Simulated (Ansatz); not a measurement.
# Structural relaxation of 2H-TaSe2 hexagonal flake, bare edges (36 atoms), part 2 of 3

Aim: bring 2H-TaSe2 hexagonal flake, bare edges (36 atoms) to a nearby minimum of the energy and see what moves.

Ansatz 0.2.0; Kohn-Sham DFT, PBE, PAW (set soft_2, large core), plane waves.

The cell: 24 Se and 12 Ta. The main run has no spin polarisation. The levels lack spin–orbit coupling.

So far. Step 2 (Single point at the start): Neighbours are counted within 3.02 Å (Se-Ta).

### 3. Relaxation

With the cell held, the atoms are moved downhill towards a nearby minimum.

File input.yaml:

```yaml
crystal:
  lattice:
    - [19.90156, 0.0, 0.0]
    - [0.0, 20.29, 0.0]
    - [0.0, 0.0, 13.34]
  atoms:
    [... the 36 atom lines of step 2 ...]
kpoints:
  mp_grid: { grid: [1, 1, 1] }
hamiltonian:
  xc: pbe
  pseudopotentials: { kind: paw, core: large }
scf:
  occupations: { method: gaussian, width: 0.025 }
output:
  forces: true
relax:
  f_tol: 0.03
  max_steps: 81
```

The run is started by

```
ansatz run input.yaml --threads 4 --pin off --max-ram 8192MiB --backend cpu --events-out ev --progress --plain --runs-dir out
```

Numbers of over 12 decimals in the logs are rounded to 6 here.

The program printed:

```text
[...]
Crystal: 36 atoms, lattice volume = 5386.727 Å³
Basis set: ecut = 420 eV, 105293 PW (Γ), exchange–correlation on 270×288×180 points (8 copies of the dense FFT grid, shifted against one another)
Bands: 186, of which v1, the nominal top of the filled ones, is band 150 counted from 1 (149 counted from 0)
Symmetry: 1 space group operations
[...]
k-points: 1
[...]
SCF iter   1: F=—  HF=-181087.135060 eV  |F-HF|=—  |Δ(HF+E_count)|=         —  Δρ=2.07e-2  dr2=9.08e1  ethr=3.10e-3  ⟨swp⟩=8.0  Hψ=957  notcnv=0
[...]
SCF iter  16: F=-181071.750165 eV  HF=-181071.750178 eV  |F-HF|=1.35e-5  |Δ(HF+E_count)|=   1.09e-6  Δρ=9.12e-6  dr2=1.64e-5  ethr=7.50e-9  ⟨swp⟩=5.0  Hψ=577  notcnv=0
SCF 1 converged in 16 iterations: F = -181071.750165 eV  dr2 = 1.64e-5
[...]
relax step   1: F+E_penalty+E_count = -181071.75016471 eV  Δ(F+E_penalty+E_count) = +0.000e0 eV  max|allowed force component| = 3.791e0 eV/Å  Δτ_max = 0.0000 Å  (16 SCF iters, dr2 threshold 2.25e-5 eV, accepted)
[...]
relax step   2: F+E_penalty+E_count = -181075.87533532 eV  Δ(F+E_penalty+E_count) = -4.125e0 eV  max|allowed force component| = 2.131e0 eV/Å  Δτ_max = 0.1948 Å  (11 SCF iters, dr2 threshold 1.00e-4 eV, accepted)
[...]
relax step   3: F+E_penalty+E_count = -181078.19672423 eV  Δ(F+E_penalty+E_count) = -2.321e0 eV  max|allowed force component| = 1.076e0 eV/Å  Δτ_max = 0.1948 Å  (15 SCF iters, dr2 threshold 1.00e-4 eV, accepted)
[...]
relax step   4: F+E_penalty+E_count = -181079.07316075 eV  Δ(F+E_penalty+E_count) = -8.764e-1 eV  max|allowed force component| = 2.469e-1 eV/Å  Δτ_max = 0.1949 Å  (11 SCF iters, dr2 threshold 1.00e-4 eV, accepted)
relax step   5: F+E_penalty+E_count = -181079.00839317 eV  Δ(F+E_penalty+E_count) = +6.477e-2 eV  max|allowed force component| = 6.551e-1 eV/Å  Δτ_max = 0.2000 Å  (17 SCF iters, dr2 threshold 3.81e-6 eV, rejected (line search))
relax step   6: F+E_penalty+E_count = -181079.13012010 eV  Δ(F+E_penalty+E_count) = -5.696e-2 eV  max|allowed force component| = 1.527e-1 eV/Å  Δτ_max = 0.0851 Å  (16 SCF iters, accepted)
relax step   7: F+E_penalty+E_count = -181079.06457346 eV  Δ(F+E_penalty+E_count) = +6.555e-2 eV  max|allowed force component| = 6.716e-1 eV/Å  Δτ_max = 0.1000 Å  (10 SCF iters, dr2 threshold 1.46e-6 eV, rejected (line search))
relax step   8: F+E_penalty+E_count = -181079.15938727 eV  Δ(F+E_penalty+E_count) = -2.927e-2 eV  max|allowed force component| = 9.324e-2 eV/Å  Δτ_max = 0.0486 Å  (17 SCF iters, accepted)
relax step   9: F+E_penalty+E_count = -181079.16911515 eV  Δ(F+E_penalty+E_count) = -9.728e-3 eV  max|allowed force component| = 5.425e-2 eV/Å  Δτ_max = 0.0500 Å  (10 SCF iters, dr2 threshold 3.24e-6 eV, accepted)
relax step  10: F+E_penalty+E_count = -181079.17211732 eV  Δ(F+E_penalty+E_count) = -3.002e-3 eV  max|allowed force component| = 7.454e-2 eV/Å  Δτ_max = 0.0422 Å  (10 SCF iters, dr2 threshold 9.96e-7 eV, accepted)
relax step  11: F+E_penalty+E_count = -181079.17489588 eV  Δ(F+E_penalty+E_count) = -2.779e-3 eV  max|allowed force component| = 5.851e-2 eV/Å  Δτ_max = 0.0605 Å  (9 SCF iters, dr2 threshold 1.88e-6 eV, accepted)
relax step  12: F+E_penalty+E_count = -181079.17980549 eV  Δ(F+E_penalty+E_count) = -4.910e-3 eV  max|allowed force component| = 2.171e-2 eV/Å  Δτ_max = 0.0366 Å  (10 SCF iters, dr2 threshold 2.11e-6 eV, accepted)
relax step  13: F+E_penalty+E_count = -181079.17980628 eV  Δ(F+E_penalty+E_count) = -7.910e-7 eV  max|allowed force component| = 2.169e-2 eV/Å  Δτ_max = 0.0000 Å  (6 SCF iters, accepted)
relax step  14: F+E_penalty+E_count = -181079.18239046 eV  Δ(F+E_penalty+E_count) = -2.584e-3 eV  max|allowed force component| = 3.804e-2 eV/Å  Δτ_max = 0.0461 Å  (12 SCF iters, accepted)
relax step  15: F+E_penalty+E_count = -181079.18392254 eV  Δ(F+E_penalty+E_count) = -1.532e-3 eV  max|allowed force component| = 4.528e-2 eV/Å  Δτ_max = 0.0433 Å  (11 SCF iters, dr2 threshold 1.45e-6 eV, accepted)
relax step  16: F+E_penalty+E_count = -181079.18506249 eV  Δ(F+E_penalty+E_count) = -1.140e-3 eV  max|allowed force component| = 3.520e-2 eV/Å  Δτ_max = 0.0120 Å  (9 SCF iters, dr2 threshold 2.05e-6 eV, accepted)
[...]
relax step  17: F+E_penalty+E_count = -181079.18590455 eV  Δ(F+E_penalty+E_count) = -8.421e-4 eV  max|allowed force component| = 2.242e-2 eV/Å  Δτ_max = 0.0141 Å  (11 SCF iters, accepted)
SCF converged after 11 iterations
Free energy (F): -181079.185905 eV
[...]
Internal energy: -181079.185894 eV  (E = F + TS)
E sigma→0 (E₀):  -181079.185899 eV
Entropy (-TS):   -0.000011 eV (-0.000 meV/atom)
Fermi energy:    -3.046201 eV
[...]
--- Forces (eV/Å), atoms counted from 1 ---
  atom   1  Se     0.00135169    -0.00289816    -0.00158304
  atom   2  Se    -0.00949669    -0.00201330    -0.00685081
  atom   3  Ta    -0.00351638     0.00633391    -0.01721072
  atom   4  Se     0.00346162    -0.00783663     0.00727725
  atom   5  Se    -0.00300995     0.00111139     0.00092667
  atom   6  Ta     0.00062331     0.00134447     0.00277582
  atom   7  Se    -0.00609886    -0.00257003    -0.01044884
  atom   8  Se     0.00003605    -0.00759715     0.00564749
  atom   9  Ta    -0.00622303    -0.00811485     0.02241735
  atom  10  Se     0.00223279     0.00913324    -0.00675680
  atom  11  Se     0.00014478    -0.00904961     0.00520166
  atom  12  Ta     0.01648825    -0.00016680    -0.00217046
  atom  13  Se     0.00142160     0.00594361    -0.00673110
  atom  14  Se    -0.00664902    -0.00014579     0.00536261
[...]
atom  35  Se    -0.00903450     0.00112090     0.00632113
  atom  36  Ta     0.00257861     0.00334209     0.01171691
  max |Σ_I F_I| component: 1.33e-4 eV/Å
--- Relaxed structure (17 steps of the walk, 15 accepted, 0 SCFs on fresh bases) ---
  F+E_penalty+E_count = -181079.18590455 eV   max|allowed force component| = 2.242e-2 eV/Å
  atoms:
    - { symbol: Se, position: [0.451031, 0.251773, 0.649605] }
    - { symbol: Se, position: [0.444718, 0.238968, 0.373181] }
    - { symbol: Ta, position: [0.276879, 0.401841, 0.493024] }
    - { symbol: Se, position: [0.296981, 0.322311, 0.626126] }
[...]
- { symbol: Ta, position: [0.698501, 0.640273, 0.506729] }
```

The job ended after 7.7 min (4 threads of Arm Neoverse V2, shared host; peak memory 3.6 GiB).

Notices of the run: open shared shell at semilocal close.

Step by step:

```
step  energy less that of the first step (eV)  largest force component (eV/Å)
   1                                   0.0000                          3.7911
   2                                  -4.1252                          2.1314
   3                                  -6.4466                          1.0765
   4                                  -7.3230                          0.2469
   5                                  -7.2582                          0.6551
   6                                  -7.3800                          0.1527
   7                                  -7.3144                          0.6716
   8                                  -7.4092                          0.0932
   9                                  -7.4189                          0.0542
  10                                  -7.4220                          0.0745
  11                                  -7.4247                          0.0585
  12                                  -7.4296                          0.0217
  13                                  -7.4296                          0.0217
  14                                  -7.4322                          0.0380
  15                                  -7.4338                          0.0453
  16                                  -7.4349                          0.0352
  17                                  -7.4357                          0.0224
```

Relaxation steps 5, 7 were tried and not accepted.

The atoms that moved most (Å):

```
atom      dx      dy      dz  length
 Ta9   0.529   0.294   0.091   0.612
Ta36  -0.064  -0.588   0.110   0.602
Ta20  -0.511   0.300   0.077   0.598
Ta33  -0.485  -0.267  -0.080   0.559
Ta24  -0.015   0.553  -0.065   0.557
 Ta3   0.462  -0.282  -0.074   0.547
Se19   0.040  -0.108  -0.359   0.377
Se15   0.106  -0.064   0.343   0.365
```

Final coordinates:

```cif
data_structure
_symmetry_space_group_name_H-M 'P 1'
_symmetry_Int_Tables_number 1
_cell_length_a 19.9016
_cell_length_b 20.2900
_cell_length_c 13.3400
_cell_angle_alpha 90.000
_cell_angle_beta 90.000
_cell_angle_gamma 90.000
_cell_volume 5386.73
loop_
_atom_site_label
_atom_site_type_symbol
_atom_site_fract_x
_atom_site_fract_y
_atom_site_fract_z
_atom_site_occupancy
Se1 Se 0.45103 0.25177 0.64961 1
Se2 Se 0.44472 0.23897 0.37318 1
Ta3 Ta 0.27688 0.40184 0.49302 1
Se4 Se 0.29698 0.32231 0.62613 1
Se5 Se 0.30551 0.33476 0.34999 1
Ta6 Ta 0.40116 0.33213 0.49973 1
Se7 Se 0.45113 0.41717 0.62516 1
Se8 Se 0.45151 0.41714 0.37460 1
Ta9 Ta 0.27702 0.59837 0.50669 1
Se10 Se 0.29193 0.49640 0.62700 1
Se11 Se 0.29196 0.50379 0.37275 1
Ta12 Ta 0.39540 0.50002 0.49986 1
Se13 Se 0.45160 0.58292 0.62506 1
Se14 Se 0.45123 0.58278 0.37449 1
Se15 Se 0.30583 0.66536 0.64974 1
Se16 Se 0.29708 0.67798 0.37368 1
Ta17 Ta 0.40138 0.66790 0.49980 1
Se18 Se 0.44479 0.76143 0.62591 1
Se19 Se 0.45138 0.74796 0.34970 1
Ta20 Ta 0.52469 0.26131 0.50694 1
Ta21 Ta 0.55245 0.41100 0.49982 1
Se22 Se 0.60738 0.32487 0.62701 1
Se23 Se 0.60099 0.32114 0.37284 1
Ta24 Ta 0.69839 0.35955 0.49291 1
Se25 Se 0.75822 0.41631 0.62663 1
Se26 Se 0.74388 0.41723 0.35024 1
Ta27 Ta 0.55253 0.58893 0.49975 1
Se28 Se 0.59765 0.49979 0.62508 1
Se29 Se 0.59775 0.50010 0.37448 1
Ta30 Ta 0.69785 0.49992 0.49989 1
Se31 Se 0.74378 0.58257 0.64959 1
Se32 Se 0.75856 0.58344 0.37332 1
Ta33 Ta 0.52493 0.73863 0.49258 1
Se34 Se 0.60106 0.67879 0.62673 1
Se35 Se 0.60763 0.67497 0.37252 1
Ta36 Ta 0.69850 0.64027 0.50673 1
```

The relaxation changed the energy by -207 meV/atom, and atoms moved by 0.30 Å r.m.s., 0.61 Å at most.

### 4. Distances and neighbours after relaxation

Bonds before and after, by the cutoffs listed below:

```
 pair  bonds before  bonds after  mean before (Å)  mean after (Å)  spread before (Å)  spread after (Å)
Se-Ta            60           60            2.587           2.607              0.024             0.102
```

Normalised to the volume that the atoms fill. Pair distribution functions g(r), in bins of 0.2 Å:

```
r (Å)  total  Se-Se  Se-Ta  Ta-Ta
 2.40   1.10   0.00   2.47   0.00
 2.60   3.25   0.00   7.30   0.00
 2.80   0.82   0.00   0.94   3.60
 3.00   0.34   0.00   0.00   3.08
 3.20   0.00   0.00   0.00   0.00
 3.40   1.69   3.16   0.00   2.48
 3.60   1.36   2.80   0.00   1.10
 3.80   0.22   0.00   0.50   0.00
 4.00   0.31   0.00   0.47   0.92
 4.20   0.09   0.00   0.20   0.00
 4.40   0.76   0.00   1.70   0.00
 4.60   0.00   0.00   0.00   0.00
 4.80   0.28   0.64   0.00   0.00
 5.00   0.98   1.63   0.58   0.00
 5.20   0.17   0.13   0.26   0.00
 5.40   0.44   0.00   0.74   0.97
 5.60   0.26   0.00   0.47   0.45
 5.80   0.58   0.42   0.87   0.00
 6.00   0.22   0.20   0.00   1.23
 6.20   0.17   0.38   0.00   0.00
 6.40   0.00   0.00   0.00   0.00
 6.60   0.07   0.00   0.00   0.65
 6.80   0.31   0.31   0.31   0.31
 7.00   0.53   0.90   0.30   0.00
 7.20   0.06   0.14   0.00   0.00
 7.40   0.12   0.00   0.27   0.00
 7.60   0.17   0.12   0.25   0.00
 7.80   0.11   0.24   0.00   0.00
```

Bonds by pair of elements; cutoffs follow the first minimum of g(r), held within bounds set by covalent radii, and pairs that aren't listed don't count as bonded:

```
pair A-B  cutoff (Å)  bonds  mean length (Å)  spread (Å)  shortest (Å)  B about A  A about B
   Se-Ta        3.18     60             2.61       0.102          2.41        2.5          5
```

How many atoms have how many bonded neighbours:

```
element  mean   2   3  4  6
     Se   2.5  12  12  0  0
     Ta     5   0   0  6  6
```

Bond angles, per cent of each kind in bins of 5°:

```
angle (°)  Se-Ta-Se  Ta-Se-Ta
    65–70       0.0      25.0
    70–75       0.0      25.0
    75–80      23.8       0.0
    80–85       9.5      25.0
    85–90      23.8      12.5
    90–95       0.0       0.0
   95–100       4.8      12.5
  100–105       0.0       0.0
  105–110       0.0       0.0
  110–115       0.0       0.0
  115–120       0.0       0.0
  120–125       0.0       0.0
  125–130       7.1       0.0
  130–135       0.0       0.0
  135–140      19.0       0.0
  140–145       2.4       0.0
  145–150       0.0       0.0
  150–155       0.0       0.0
  155–160       4.8       0.0
  160–165       4.8       0.0
```

Bond angles (no mean is given where the spread exceeds 20°):

```
   angle  count  mean (°)  spread (°)
Se-Ta-Se    126         -           -
Ta-Se-Ta     48      78.1        10.4
```

Bond length by coordination (bonds to H left out):

```
element  coordination  atoms  mean bond length (Å)
     Se             2     12                  2.57
     Se             3     12                  2.63
     Ta             4      6                  2.53
     Ta             6      6                  2.66
```

First main peaks of g(r), for some of the pairs, lie near 3.41 Å (Se-Se), 2.65 Å (Se-Ta) and 2.84 Å (Ta-Ta). Counting bonds as in the table, 50 % of Se atoms have 2 and as many 3 and 50 % of Ta atoms have 4 and as many 6 bonded neighbours. Bonds at Se atoms with 2 neighbours average 2.57 Å, against 2.63 Å at those with 3.

[end of part 2 of 3]

[Logs are printed without paths, hosts, clocks, repeated set-up lines and the standing remarks that a program may print on its own settings, such as how far it seeks lower states.]

[Hosts, paths, dates, database ids (printed as entryN), source tags and the programs' standing remarks are cut or masked in the printed files.]
